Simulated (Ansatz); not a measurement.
Runs of Ansatz 0.2.0 on InAs. The structure is cubic, space group F-43m (No. 216). Conventional cell: a = 6.036 Å, b = 6.036 Å, c = 6.036 Å, α = 90.00°, β = 90.00°, γ = 90.00°. Around In (site symmetry -43m) lie 4 As at 2.61 Å. Around As (site symmetry -43m) lie 4 In at 2.61 Å. 

```tsv
task	level	cell	k mesh	cutoff (eV)	smearing	basis error allowed	mesh quality	gap on the mesh (eV)	pressure (GPa)
single point	PBEsol	as given	8 × 8 × 8	283	gaussian 0.05 eV	0.001 eV/atom	not flagged	none	1.5
single point	PBE	as given	8 × 8 × 8	283	gaussian 0.027 eV	0.001 eV/atom	not flagged	none	4.3
single point	PBE	as given	3 × 3 × 3	240	fermi-dirac 0.02 eV	0.004 eV/atom	coarse	none	6.2
relaxation of cell and atoms	RPBE+D3(BJ)	relaxed	8 × 8 × 8	-	fermi-dirac 0.05 eV	0.001 eV/atom	not flagged	-	0.0
elastic constants	LDA	as given	6 × 6 × 6	306	fermi-dirac 0.05 eV	0.001 eV/atom	coarse	none	(a)
```

Alike in all rows: potentials or basis all-electron LAPW, scalar-relativistic; no spin polarisation.

Question: Fill in the values left out.

Answer: (a) -0.2.

Caveats: some runs use coarse meshes; this crystal is a semiconductor, whose small gap the functional closes, so the metal is an error of the method (some runs); the k mesh is thin for a metal, which can move the energy by tens of meV per atom (some runs); a metal's response needs a denser mesh (some runs); elastic constants of metals need much finer meshes, so these are rough (some runs).

A k mesh can miss the band edges, and the runs leave out spin-orbit coupling on As, In.

A gap of «none» marks a metal or a gap under the smearing width.
